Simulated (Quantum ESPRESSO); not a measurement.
**Co: single point with PBEsol+U**

Crystal: Co.

```xyz
2
Lattice="2.4720 0.0000 0.0000 -1.2360 2.1408 0.0000 0.0000 0.0000 4.0211" Properties=species:S:1:pos:R:3 pbc="T T T"
Co    1.2360    0.7136    3.0159
Co    0.0000    1.4272    1.0053
```

```yaml
Program: Quantum ESPRESSO 7.5
Task: single point
Functional: PBEsol
Potentials_or_basis: GBRV 1.5 PBEsol
Cutoff: 762 eV
Density_cutoff: 6095 eV
k_mesh: 12 × 12 × 7
Occupations: fermi-dirac, width 0.05 eV
Spin: collinear spin, ferromagnetic start
Starting_moments: "[2.0, 2.0] μB"
Hubbard_terms: Co d U = 3 eV
```

```json
{
 "Pressure": "-0.7 GPa",
 "Band gap on the k mesh": "none (metal or under the smearing width)",
 "Net moment": "3.60 μB per cell",
 "Absolute moment": "4.10 μB per cell",
 "Site moments": "Co +1.91 μB",
 "Valence electrons inside the program's atomic spheres": "Co 15.60"
}
```

Stress tensor (GPa, compression positive):
```
-1.60  0.00  0.00
 0.00 -1.60  0.00
 0.00  0.00  1.07
```

Levels at points of the mesh, in eV from the Fermi level:
Spin up:
```tsv
k point	band 16	band 17	band 18	band 19	band 20	band 21	band 22	band 23
(0.00, 0.00, 0.00)	-3.37	-3.37	-2.24	-2.24	-0.35	6.07	21.93	24.73
(0.00, -0.50, 0.00)	-2.03	-2.02	-1.88	0.71	2.93	9.52	10.25	12.65
```
Spin down:
| k point | band 13 | band 14 | band 15 | band 16 | band 17 | band 18 |
| --- | --- | --- | --- | --- | --- | --- |
| (0.00, 0.00, 0.00) | -0.92 | -0.53 | -0.53 | -0.41 | 0.08 | 0.08 |
| (0.00, -0.50, 0.00) | -0.94 | -0.94 | -0.65 | 1.40 | 1.57 | 1.64 |

Eigenvalues of the final occupation matrices:
```
   site  spin  trace               eigenvalues
Co 1 3d     1   4.76  0.95 0.95 0.95 0.96 0.96
Co 1 3d     2   2.78  0.53 0.53 0.57 0.57 0.59
Co 2 3d     1   4.76  0.95 0.95 0.95 0.96 0.96
Co 2 3d     2   2.78  0.53 0.53 0.57 0.57 0.59
```

It took 58 s on 2 MPI ranks on Arm Neoverse V1, on a shared host, peak memory 0.28 GiB a rank.

Caveat: the U is typed as a test and isn't derived for this compound. The state reached can hang on the start; a lower one may exist.
